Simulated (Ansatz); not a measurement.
A set of 12 reactions (hydrogen abstraction), with CCSD(T)/CBS values in kJ/mol:

| reaction | ΔE |
| --- | --- |
| `CBr` + F• → `[CH2]Br`• + H–F | -140.6 |
| `OI` + F• → `[O]I`• + H–F | -149.5 |
| `O[SiH](F)[SiH3]` + `[OH]`• → `O[SiH](F)[SiH2]`• + H₂O | -136.8 |
| `C[O][GeH]([NH2])[Cl]` + H• → `C[O][Ge]([NH2])[Cl]`• + H₂ | -94.1 |
| `CSSC` + F• → `[CH2]SSC`• + H–F | -162.7 |
| `O[SiH](O)[SiH3]` + `[CH3]`• → `O[Si](O)[SiH3]`• + CH₄ | -67.1 |
| `OI` + `[CH3]`• → `[O]I`• + CH₄ | -25.8 |
| `CO[SiH2]N` + `F[C](F)F`• → `CO[SiH2][NH]`• + `FC(F)F` | 26.7 |
| `[SiH3][GeH2][SiH3]` + `[CH3]`• → `[SiH2][GeH2][SiH3]`• + CH₄ | -76.0 |
| `O[SiH](F)[SiH3]` + `[SiH3]`• → `O[SiH](F)[SiH2]`• + SiH₄ | -14.2 |
| `CO[SiH2]N` + H• → `CO[SiH]N`• + H₂ | -38.6 |
| `[SH][AlH][Br]` + `[CH3]`• → `[SH][Al][Br]`• + CH₄ | -106.6 |

Program: Ansatz. Geometries: PBE0-D4/def2-TZVP. ΔE: electronic, gas phase. CCSD(T)/CBS adds triple-zeta CCSD(T) − MP2 to the extrapolated MP2 energy (def2 sets, frozen cores). This one scheme is used for every species, atoms too. DFT in def2-TZVPP. B3LYP here is the variant with VWN-RPA as its local correlation; programs differ in this. Open shells (•) are unrestricted, without spin–orbit coupling. Spin–orbit coupling would lower the free atoms: a little for F. def2 core potentials past Kr. For Br, Ge, I outer-core shells are correlated without core-valence functions, so the limit isn't a true one: a few kJ/mol of doubt a bond, and 10 to 20 or more in all where bonds break to atoms. Scalar relativity is left out up to krypton. Each species was taken in one conformer, which may not be the lowest.

Problem. Give the mean, mean absolute and largest difference (level minus CCSD(T)/CBS, kJ/mol) for: PBE-D4, r2SCAN-D4, PBE0-D4, ωB97X-V, ωB97M-V, PBE, PBE0, B3LYP, HF/def2-TZVPP, MP2/def2-TZVPP, CCSD(T)/def2-TZVPP, HF/def2-QZVPP, MP2/CBS(def2), CCSD/CBS(def2). (An estimate is asked.)

Solution. Computed: 
```json
{"level": "PBE-D4", "mean": "-16.7", "mean absolute": "18.0", "largest": "-33.9"}
{"level": "r2SCAN-D4", "mean": "-6.3", "mean absolute": "7.0", "largest": "-22.1"}
{"level": "PBE0-D4", "mean": "-2.4", "mean absolute": "6.2", "largest": "-12.5"}
{"level": "ωB97X-V", "mean": "4.2", "mean absolute": "6.4", "largest": "17.1"}
{"level": "ωB97M-V", "mean": "2.5", "mean absolute": "5.7", "largest": "11.7"}
{"level": "PBE", "mean": "-17.1", "mean absolute": "18.2", "largest": "-34.6"}
{"level": "PBE0", "mean": "-2.8", "mean absolute": "6.1", "largest": "-12.2"}
{"level": "B3LYP", "mean": "-6.1", "mean absolute": "8.9", "largest": "-30.8"}
{"level": "HF/def2-TZVPP", "mean": "39.1", "mean absolute": "43.7", "largest": "95.2"}
{"level": "MP2/def2-TZVPP", "mean": "6.1", "mean absolute": "13.5", "largest": "42.5"}
{"level": "CCSD(T)/def2-TZVPP", "mean": "3.0", "mean absolute": "4.6", "largest": "12.2"}
{"level": "HF/def2-QZVPP", "mean": "38.3", "mean absolute": "42.9", "largest": "93.6"}
{"level": "MP2/CBS(def2)", "mean": "3.1", "mean absolute": "16.2", "largest": "47.0"}
{"level": "CCSD/CBS(def2)", "mean": "3.4", "mean absolute": "3.9", "largest": "7.1"}
```

The largest T1 diagnostic in the set is 0.043, for `[O]I`• (customary mark 0.045).

CCSD(T)/CBS is a level of theory with its own doubt, and the functionals carry their triple-zeta basis error, so these figures describe this set and don't rank the functionals.
